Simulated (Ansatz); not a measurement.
Runs of Ansatz 0.2.0 on I. The structure is orthorhombic, space group Cmce (No. 64). The conventional cell has a = 7.270 Å, b = 4.790 Å, c = 9.793 Å, α = 90.00°, β = 90.00°, γ = 90.00°. Around I (site symmetry m) lie 1 I at 2.68 Å. 

| task | level | cell | k mesh | smearing | atoms under strain | gap on the mesh (eV) | pressure (GPa) | relaxed volume (Å³/atom) |
| --- | --- | --- | --- | --- | --- | --- | --- | --- |
| elastic constants | LDA | as given | 5 × 5 × 3 | fixed | relaxed | 0.98 | -2.1 | - |
| phonons | LDA | as given | 5 × 5 × 3 | fixed | - | (c) | - | - |
| relaxation of cell and atoms | PBEsol+D4 | relaxed | 7 × 7 × 3 | fermi-dirac 0.05 eV | - | 0.74 | 0.0 | 36.79 |
| Born charges and dielectric tensor | LDA | as given | 7 × 7 × 3 | fixed | - | (b) | - | - |
| relaxation of cell and atoms | PBEsol+D3(BJ) | relaxed | 7 × 7 × 3 | fermi-dirac 0.05 eV | - | (a) | 0.0 | 35.70 |

Alike in all rows: potentials or basis Ansatz PAW; no spin polarisation; cutoff (eV) 420.

Task: Fill in the values left out.

Result: (a) 0.69; (b) 1.23; (c) 1.24.

Caveats: odd divisions of the mesh miss points on the zone boundary, where band edges often lie, so the gap on the mesh can be too wide; spin-orbit coupling is left out, which moves the levels of the heavy elements; the PAW data sets come from PBE, with cores solved anew for the run's functional, which leaves a small shift of forces and pressure; the plane-wave basis is chosen anew once the cell has moved, so the energies of steps on either side of that aren't comparable (some runs); some modes are imaginary (some runs); the volume moved by -14 % from the deposited cell, more than functionals usually miss (some runs); the volume moved by over 15 % at a fixed basis, so the end points are rough (some runs).

A k mesh can miss the band edges, and the runs leave out spin-orbit coupling on I.

Runs at the PBE level aren't shown here.
